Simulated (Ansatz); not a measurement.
# CoO (P-6m2) in Ansatz: a series of runs

The runs below take CoO through relaxation of the atoms, single point, with PBE.

Everything below comes from runs of Ansatz 0.2.0. Logs are shortened: lines on timing, memory, paths and dates and some standing lists are left out, and cuts for length are marked.

### Step 1. Starting point

The structure is hexagonal, space group P-6m2 (No. 187). Conventional cell: a = 2.828 Å, b = 2.828 Å, c = 2.722 Å, α = 90.00°, β = 90.00°, γ = 120.00°. Around Co (site symmetry -6m2) lie 6 O at 2.13 Å. O (site symmetry -6m2) is surrounded by 6 Co at 2.13 Å.

The cell was built by a generator and needn't be a form met in nature.

### Step 2. Relaxation of the atoms, PBE, collinear spin, ferromagnetic start

Contents of input.yaml:

```yaml
crystal:
  lattice:
    - [2.82845, 0.0, 0.0]
    - [-1.41423, 2.44951, 0.0]
    - [0.0, 0.0, 2.72172]
  atoms:
    - { symbol: Co, position: [0.0, 0.0, 0.5], spin: 2.0 }
    - { symbol: O, position: [0.66667, 0.33333, 0.0] }
hamiltonian:
  xc: pbe
  pseudopotentials: { kind: paw }
magnetization:
  spin_polarized: true
kpoints:
  mp_grid: { grid: [8, 8, 7] }
scf:
  occupations: { method: fermi_dirac, width: 0.05 }
output:
  forces: true
  stress: true
  eigenvalues: true
relax:
  f_tol: 0.01
  max_steps: 40
```

Potentials or basis: Ansatz PAW.

Command:

```sh
$ ansatz run input.yaml --threads 2 --pin off --max-ram 5632MiB --backend cpu --events-out ev --progress --plain --runs-dir out
```

What it wrote:

```text
Warning: the atoms were moved onto the symmetric positions of the space group found under crystal.symmetry.tolerance 1.0e-5 (fractional; no operation is sought that the atoms, as they stand in a round, miss by more than twice it, and no atom is moved by as much as it), and the run uses the moved positions. Before a round's move an operation carried an atom to 1.41e-5 Å from where it should land, the largest such distance. Atom 1 (counting from 0) moved farthest, by 1.63e-5 Å; the longest move in fractions of the cell, of whichever atom, is 0.47 of the tolerance, in 1 round. To run the atoms as typed, lower crystal.symmetry.tolerance until the operations that they miss are no longer found, or set crystal.symmetry.detect: false (a key that needs symmetry detection or time reversal refuses this as the deck is read). The positions used, in the order of the run's atom list: position: [5.5510939473021013e-17, -1.8503646491007004e-17, 0.5]; position: [0.6666666666666667, 0.3333333333333333, 0.0]; The lattice was moved too: crystal.lattice keeps the space group found at crystal.symmetry.tolerance 1.0e-5 only nearly: the operation that it misses by the most changes a squared length by the fraction 4.08e-6. The run uses the lattice that is a stretch of the typed one, with no rotation, onto the one that keeps every operation to a double's rounding (on a very oblique basis the stretch itself rounds by more); the deck's lattice vector that moved farthest moved by 2.90e-6 Å. To run the lattice as typed, set crystal.symmetry.tolerance under 1.72e-6, the least fraction by which an operation that the lattice misses changes a squared length (the same key also sets how far an atom may lie from its image, so lowering it can lose operations that the atoms keep only within it), or set crystal.symmetry.detect: false, as for the atoms. crystal.lattice made exact, in Å and degrees: [[2.8284502578841653, 2.886751346032116e-6, 0.0], [-1.4142276289420825, 2.449508333292661, 0.0], [0.0, 0.0, 2.72172]]. Pasted over the deck's crystal.lattice, beside positions in fractional coordinates, it runs the same cell (given as lengths and angles, that cell in the form's own orientation, a rigid turn of the misfit's size from the one run here, for which a checkpoint.post_process_only pass over this run's state can be refused: where this run relaxes nothing, give such a pass this deck's own crystal.lattice, as typed; behind a relaxation, as crystal.lattice, the state's own cell, identity.cell in its checkpoint.json), and a matrix so pasted ends this notice, except on a very skew basis of the lattice, where the rounding of the pasted numbers themselves can read as a misfit: the cell is then moved again, and that move is told again. The lattice as run is in this notice's lattice.as_run_ang field (Run.prep()["deck_notices"] in Python, the deck_notice line of an events file, deck_notices of ansatz run --dry-run=json, or deck_notices in record.json in the deck's checkpoint.write directory).
Warning: output.stress: scf.convergence.dr2_threshold = 1e-7 eV (the SCF's general default) is looser than the 2e-10 eV advised for a printed stress (1e-10 eV for each atom of the cell: 2). What an SCF threshold leaves in a stress goes as its square root, and in the free energy as the threshold itself, and one threshold admits the most on a small cell: of the crystals measured, under no hybrid functional and no lock of the moments, on runs that ended without the residual-converged pass, on stresses that held no estimate of that error, the worst erred by over 100 MPa in a component at 1e-7 eV an atom and by under 5 at 1e-10. Every solve of this run answers to scf.convergence.dr2_threshold, and the tensor of one is reported: a single SCF on the reported geometry and on this run's grids (its basis.xc_grid and basis.ecutrho_ratio typed), with scf.convergence.dr2_threshold at 2e-10 eV or tighter, prints it and tightens no other solve. Else set scf.convergence.dr2_threshold to 2e-10 eV or tighter. The threshold is an SCF's pass mark: one that does not reach it within its budget of iterations ends unconverged, or closes short of it on a stop that the run arms, and scf.convergence.dr2_threshold's page says what that costs each kind of run
Warning: RAYON_NUM_THREADS=2 ignored (pool sized by the plan → 2); use --threads N
Engine: ansatz 0.2.0, aarch64-unknown-linux-gnu
Pseudopotentials: kind: paw
Pseudopotential: Co, paw, valence charge 17, recommended cutoff 420 eV (normal), Co.paw.azcp
Pseudopotential: O, paw, valence charge 6, recommended cutoff 420 eV (normal), O.paw.azcp
Functional definition: PBE
  parameter kappa = 0.804
  parameter beta = 0.06672455060314922
  exchange = pbe_x(kappa = kappa, mu = beta*pi^2/3)
  correlation = pbe_c(beta = beta)
Crystal: 2 atoms, lattice volume = 18.857 Å³
Basis set: ecut = 420 eV, 381 PW (Γ), exchange–correlation on 40×40×40 points (8 copies of the dense FFT grid, shifted against one another)
Bands: 17, of which v1, the nominal top of the filled ones, is band 12 counted from 1 (11 counted from 0)
Symmetry: 12 space group operations
Space group: P-6m2 (ITA 187), of the structure as read, at distance tolerance 2.7e-5 Å
Magnetic group: BNS 187.209 (UNI 1439), of the structure as read, at distance tolerance 2.7e-5 Å
k-points: 40 of 448 (time reversal used)
Non-local potential: Co, projectors of the file, l = 0: 3, l = 1: 2, l = 2: 3, l = 3: 1
Non-local potential: O, projectors of the file, l = 0: 2, l = 1: 2, l = 2: 1
PAW form: soft (Blöchl's): semilocal exchange-correlation on the pseudo side does not see the compensation charge
PAW one-centre angular grid: Co, 590 points (default); XC on 64 Gauss nodes
PAW one-centre angular grid: O, 110 points (default); XC on 64 Gauss nodes
Initial density: superposition of atomic densities (chi_scale 0.1, normalization cell, long waves kept (reshape's long-wave potential 0.00 eV rms))
Starting moments: Σ|m| = 2 μB on 1 of 2 sites
Initial wavefunctions: pseudopotential atomic-orbital guess
Functional: x = pbe(κ = 0.804, μ = 0.2195149727645171), c = pbe(β = 0.06672455060314922)
SCF iter   1: F=—  HF=-5690.952877 eV  |F-HF|=—  |Δ(HF+E_count)|=         —  Δρ=1.19e-1 (↑1.19e-1 ↓9.14e-2)  dr2=5.96e0  dr2_m=2.31e-1  M=2.235 μB ∫|m|=2.241 μB  β_m=0.30  ethr=3.10e-3  ⟨swp⟩=5.6  Hψ=5949  notcnv=0
Mixer restart at iter 1: flushing history
preconditioner: auto → none  [metal: Δε(μ)=0.015 eV  Ē_g=13.647 eV  σ=0.050 eV  W_gap=0.08  n_scr=8 (ndim 8)  ℏωp=33.1 eV  f_vac=0.000  D(μ)=4.81/eV (n_scr^D=94)  sad-step TF]
SCF iter   2: F=—  HF=-5691.491913 eV  |F-HF|=—  |Δ(HF+E_count)|=   5.39e-1  Δρ=6.25e-2 (↑6.25e-2 ↓4.35e-2)  dr2=7.30e-1  dr2_m=3.25e-1  M=2.441 μB ∫|m|=2.450 μB  β_m=0.38  ethr=3.10e-3  ⟨swp⟩=3.2  Hψ=3375  notcnv=0  defer=11
SCF iter   3: F=—  HF=-5691.789961 eV  |F-HF|=—  |Δ(HF+E_count)|=   2.98e-1  Δρ=4.20e-2 (↑3.98e-2 ↓4.20e-2)  dr2=7.33e-2  dr2_m=2.55e-1  M=2.617 μB ∫|m|=2.632 μB  β_m=0.26  ethr=3.10e-3  ⟨swp⟩=2.0  Hψ=2367  notcnv=0  defer=10
SCF iter   4: F=—  HF=-5691.908322 eV  |F-HF|=—  |Δ(HF+E_count)|=         —  Δρ=5.36e-2 (↑4.68e-2 ↓5.36e-2)  dr2=3.39e-2  dr2_m=4.24e-1  M=2.996 μB ∫|m|=3.028 μB  β_m=0.69  ethr=3.19e-4  ⟨swp⟩=2.3  Hψ=2387  notcnv=0  defer=10
Mixer restart at iter 4: flushing history
SCF iter   5: F=—  HF=-5691.943196 eV  |F-HF|=—  |Δ(HF+E_count)|=   3.49e-2  Δρ=2.83e-2 (↑1.90e-2 ↓2.83e-2)  dr2=7.48e-2  dr2_m=7.63e-2  M=3.000 μB ∫|m|=3.043 μB  β_m=0.84  ethr=1.47e-4  ⟨swp⟩=2.6  Hψ=2765  notcnv=0  defer=13
SCF iter   6: F=—  HF=-5692.044835 eV  |F-HF|=—  |Δ(HF+E_count)|=   1.02e-1  Δρ=2.43e-2 (↑2.07e-2 ↓2.43e-2)  dr2=2.45e-1  dr2_m=2.67e-3  M=3.000 μB ∫|m|=3.047 μB  β_m=0.65  ethr=1.47e-4  ⟨swp⟩=3.0  Hψ=3348  notcnv=0  defer=20
SCF iter   7: F=—  HF=-5692.000227 eV  |F-HF|=—  |Δ(HF+E_count)|=   4.46e-2  Δρ=9.01e-3 (↑5.33e-3 ↓9.01e-3)  dr2=2.10e-2  dr2_m=1.16e-3  M=3.000 μB ∫|m|=3.053 μB  β_m=0.55  ethr=1.47e-4  ⟨swp⟩=3.0  Hψ=3595  notcnv=0  defer=26
SCF iter   8: F=—  HF=-5691.996420 eV  |F-HF|=—  |Δ(HF+E_count)|=   3.81e-3  Δρ=2.78e-3 (↑4.06e-4 ↓2.78e-3)  dr2=7.01e-4  dr2_m=3.44e-4  M=3.000 μB ∫|m|=3.052 μB  β_m=0.74  ethr=9.13e-5  ⟨swp⟩=2.0  Hψ=2112  notcnv=0  defer=26
SCF iter   9: F=—  HF=-5691.997216 eV  |F-HF|=—  |Δ(HF+E_count)|=   7.96e-4  Δρ=1.07e-3 (↑3.21e-4 ↓1.07e-3)  dr2=4.06e-5  dr2_m=5.44e-5  M=3.000 μB ∫|m|=3.053 μB  β_m=0.87  ethr=3.05e-6  ⟨swp⟩=2.3  Hψ=2109  notcnv=0  defer=26
SCF iter  10: F=—  HF=-5691.997378 eV  |F-HF|=—  |Δ(HF+E_count)|=   1.63e-4  Δρ=1.60e-4 (↑1.60e-4 ↓1.50e-4)  dr2=3.61e-6  dr2_m=1.76e-6  M=3.000 μB ∫|m|=3.052 μB  β_m=0.94  ethr=1.77e-7  ⟨swp⟩=2.0  Hψ=2330  notcnv=0  defer=26
SCF iter  11: F=—  HF=-5691.997370 eV  |F-HF|=—  |Δ(HF+E_count)|=   8.90e-6  Δρ=4.88e-5 (↑2.03e-5 ↓4.88e-5)  dr2=4.34e-7  dr2_m=8.93e-8  M=3.000 μB ∫|m|=3.052 μB  β_m=0.97  ethr=1.57e-8  ⟨swp⟩=2.5  Hψ=2354  notcnv=0  defer=26
SCF iter  12: F=—  HF=-5691.997370 eV  |F-HF|=—  |Δ(HF+E_count)|=   1.01e-7  Δρ=5.39e-6 (↑5.39e-6 ↓3.58e-6)  dr2=6.28e-9  dr2_m=1.00e-9  M=3.000 μB ∫|m|=3.052 μB  β_m=0.96  ethr=1.89e-9  ⟨swp⟩=2.5  Hψ=2057  notcnv=0  defer=26
SCF iter  13: F=-5691.997370 eV  HF=-5691.997370 eV  |F-HF|=8.94e-10  |Δ(HF+E_count)|=  9.72e-10  Δρ=4.68e-6 (↑4.33e-7 ↓4.68e-6)  dr2=1.48e-9  dr2_m=9.28e-10  M=3.000 μB ∫|m|=3.052 μB  ethr=2.73e-11  ⟨swp⟩=3.4  Hψ=4530  notcnv=0
SCF 1 converged in 13 iterations: F = -5691.997370 eV  dr2 = 1.48e-9
relax step   1: F+E_penalty+E_count = -5691.99736963 eV  Δ(F+E_penalty+E_count) = +0.000e0 eV  max|allowed force component| = 3.238e-17 eV/Å  Δτ_max = 0.0000 Å  (13 SCF iters, accepted)
SCF converged after 13 iterations
Magnetization: 3.0000 μB (13.0000 up, 10.0000 down)
Absolute magnetization: 3.0520 μB (∫|ρ↑−ρ↓|, with the PAW one-centre terms)
Spin contamination: 0.0117 ħ² per cell (⟨S²⟩ above its minimum at these occupations)
Per-site moments (μB) at R_I (Å): [(2.502349749899873, 0.8768560757837128), (0.4225068130192771, 0.8768560757837128)]
Free energy (F): -5691.997370 eV
Harris-Foulkes:  -5691.997370 eV  (|F-HF|=8.94e-10)
Internal energy: -5691.970450 eV  (E = F + TS)
E sigma→0 (E₀):  -5691.983910 eV
Entropy (-TS):   -0.026920 eV (-13.460 meV/atom)
Fermi energy:    14.363007 eV
--- Per-component energies (eV) ---
  E_band       = -300.131879
  E_kinetic    = 618.213099
  E_local      = -3417.630173  (includes V_loc(G=0)·N_el)
  E_nonlocal   = 511.997823
  E_hartree    = 1404.178484
  E_xc         = -229.092246
  E_vxc        = -294.463677  (∫ρ·V_xc dr)
  E_paw        = -1675.540877  (= ΣΔE_a)
  E_vpaw       = -526.608635  (= ΣTr[D̂ρ^β])
  E_aug_tail   = 0.002331  (compensation charges beyond the density's cutoff)
  E_ewald      = -2904.098891
  E_smearing   = -0.026920  (= −TS)
  E_closure    = 0.000000  (closes the sum)
  Σ components = -5691.997370   (vs F -5691.997370, Δ=0.00e0)
--- Forces (eV/Å), atoms counted from 1 ---
  atom   1  Co    -0.00000000    -0.00000000     0.00000000
  atom   2  O      0.00000000    -0.00000000     0.00000000
  max |Σ_I F_I| component: 6.48e-17 eV/Å
--- Stress (GPa, compression-positive) ---
        0.100349      -0.000000      -0.000000
        0.000000       0.100349       0.000000
       -0.000000       0.000000      -0.197846
  P = ⅓ Tr σ = 0.0010 GPa (0.010 kbar)
--- Band table (eV; the first three rows and the last of 80) ---
  k-point 0 ↑: bands = ["-82.8539", "-46.2985", "-45.9903", "-45.9903", "-6.2396", "9.3237", "9.3237", "9.9476", "10.6255", "11.4143", "11.4143", "13.3126", "13.3126", "14.9644", "28.9306", "30.3394", "30.3394"]
  k-point 1 ↑: bands = ["-82.8529", "-46.3105", "-45.9893", "-45.9893", "-6.0630", "8.7526", "9.4110", "9.4110", "10.9740", "11.2517", "11.2517", "13.3338", "13.3338", "15.9697", "27.8412", "30.8344", "30.8344"]
  k-point 2 ↑: bands = ["-82.8505", "-46.3376", "-45.9870", "-45.9870", "-5.6299", "6.8985", "9.5716", "9.5716", "11.0326", "11.0326", "11.5734", "13.2640", "13.2640", "17.8311", "25.2437", "32.2794", "32.2794"]
  k-point 39 ↓: bands = ["-79.7679", "-43.1755", "-43.1228", "-43.1050", "-3.6886", "8.0176", "8.2028", "9.5438", "13.2280", "14.4275", "14.7318", "15.3717", "16.5080", "20.7050", "23.5705", "27.0167", "28.9348"]
--- Relaxed structure (1 steps of the walk, 1 accepted, 0 SCFs on fresh bases) ---
  F+E_penalty+E_count = -5691.99736963 eV   max|allowed force component| = 3.238e-17 eV/Å
  atoms:
    - { symbol: Co, position: [5.5510939473021e-17, -1.8503646491007e-17, 0.49999999999999994] }
    - { symbol: O, position: [0.6666666666666666, 0.33333333333333326, 0.0] }
```

Run time: 2.9 s. Hardware: 2 threads of Arm Neoverse V2, shared host; peak memory 0.29 GiB.

What came out:

| Item | Value |
| --- | --- |
| Free energy | -5691.9974 eV |
| Pressure after relaxing | 0.0 GPa |
| Band gap on the k mesh | none (metal or under the smearing width) |
| Net moment | 3.00 μB per cell |
| Absolute moment | 3.05 μB per cell |
| Site moments | Co +2.50; O +0.42 μB |

Final structure:
```xyz
2
Lattice="2.8285 0.0000 0.0000 -1.4142 2.4495 0.0000 0.0000 0.0000 2.7217" Properties=species:S:1:pos:R:3 pbc="T T T"
Co    0.0000    0.0000    1.3609
O     1.4142    0.8165    0.0000
```

Levels at points of the mesh, in eV from the Fermi level:
Spin up:
| k point | band 11 | band 12 | band 13 | band 14 | band 15 | band 16 |
| --- | --- | --- | --- | --- | --- | --- |
| (0.00, 0.00, 0.00) | -2.95 | -1.05 | -1.05 | 0.60 | 14.57 | 15.98 |
| (0.00, -0.50, 0.00) | -2.11 | -2.09 | -0.67 | 5.48 | 8.58 | 14.75 |
Spin down:
```csv
k point,band 6,band 7,band 8,band 9,band 10,band 11,band 12,band 13,band 14,band 15
"(0.00, 0.00, 0.00)",-3.75,-3.75,-3.07,-2.70,0.28,0.28,0.80,0.80,1.20,15.00
"(0.00, -0.50, 0.00)",-7.62,-3.91,-3.41,-2.30,0.10,0.14,0.36,1.68,5.91,9.47
```

Caveat: the relaxation stopped at its first step, so nothing moved; the pressure holds a Pulay correction of +0.7 GPa for the finite cutoff; a cell with one magnetic atom can't hold antiferromagnetic order, which such compounds often take; semilocal functionals often make such compounds metallic where correlation or magnetic order opens a gap, which also shifts bond lengths; the thresholds are loose for stress.

### Step 3. Single point, PBE, collinear spin, ferromagnetic start (another cell of the same crystal, with 4 atoms)

Contents of input.yaml:

```yaml
crystal:
  lattice:
    - [-1.41423, 2.44951, 2.72172]
    - [2.82845, 0.0, 2.72172]
    - [1.41422, 2.44951, 0.0]
  atoms:
    - { symbol: Co, position: [0.25, 0.25, 0.75], spin: 3.5 }
    - { symbol: Co, position: [0.75, 0.75, 0.25], spin: 3.5 }
    - { symbol: O, position: [0.83333, 0.16667, 0.5] }
    - { symbol: O, position: [0.33333, 0.66667, 0.0] }
hamiltonian:
  xc: pbe
  pseudopotentials: { kind: paw }
magnetization:
  spin_polarized: true
kpoints:
  mp_grid: { grid: [8, 8, 8] }
scf:
  occupations: { method: fermi_dirac, width: 0.05 }
output:
  forces: true
  stress: true
  eigenvalues: true
  write_density: true
  write_potential: true
  elf: true
  volumetric_format: npy
```

Potentials or basis: Ansatz PAW.

Command:

```sh
$ ansatz run input.yaml --threads 2 --pin off --max-ram 5632MiB --backend cpu --events-out ev --progress --plain --runs-dir out
```

Wall time 24 s (2 threads of Arm Neoverse V2, shared host); peak memory 0.5 GiB.

It converged, with:

- Free energy: -11383.9937 eV
- Pressure: 0.1 GPa
- Band gap on the k mesh: none (metal or under the smearing width)
- Net moment: 6.00 μB per cell
- Absolute moment: 6.10 μB per cell
- Site moments: Co +2.50; O +0.42 μB

Stress tensor (GPa, compression positive):
```
0.09 0.08 0.00
0.08 0.17 0.00
0.00 0.00 0.00
```

Levels at points of the mesh, in eV from the Fermi level:
Spin up:
```csv
k point,band 23,band 24,band 25,band 26,band 27,band 28,band 29,band 30
"(0.00, 0.00, 0.00)",-2.06,-1.06,-1.05,-0.37,0.60,5.04,10.69,11.51
"(0.00, 0.00, -0.50)",-2.02,-2.02,-0.99,-0.99,6.47,6.47,9.54,9.54
"(0.00, -0.50, 0.00)",-1.60,-1.60,-1.08,-1.08,4.90,4.90,11.26,11.26
"(0.00, -0.50, -0.50)",-2.09,-2.06,-0.67,-0.37,5.04,5.47,8.58,10.69
"(-0.50, -0.50, 0.00)",-2.10,-1.30,-1.30,-0.67,5.47,6.75,6.80,8.58
```
Spin down:
| k point | band 18 | band 19 | band 20 | band 21 | band 22 | band 23 |
| --- | --- | --- | --- | --- | --- | --- |
| (0.00, 0.00, 0.00) | -1.18 | 0.23 | 0.26 | 0.29 | 0.29 | 0.64 |
| (0.00, 0.00, -0.50) | -1.35 | -0.10 | -0.10 | 0.15 | 0.15 | 0.74 |
| (0.00, -0.50, 0.00) | -1.60 | -0.36 | -0.36 | -0.09 | -0.09 | 0.75 |
| (0.00, -0.50, -0.50) | -1.17 | 0.11 | 0.13 | 0.23 | 0.25 | 0.35 |
| (-0.50, -0.50, 0.00) | -1.01 | -0.99 | -0.13 | 0.11 | 0.13 | 0.36 |

Caveat: the pressure holds a Pulay correction of +0.7 GPa for the finite cutoff; semilocal functionals often make such compounds metallic where correlation or magnetic order opens a gap, which also shifts bond lengths.
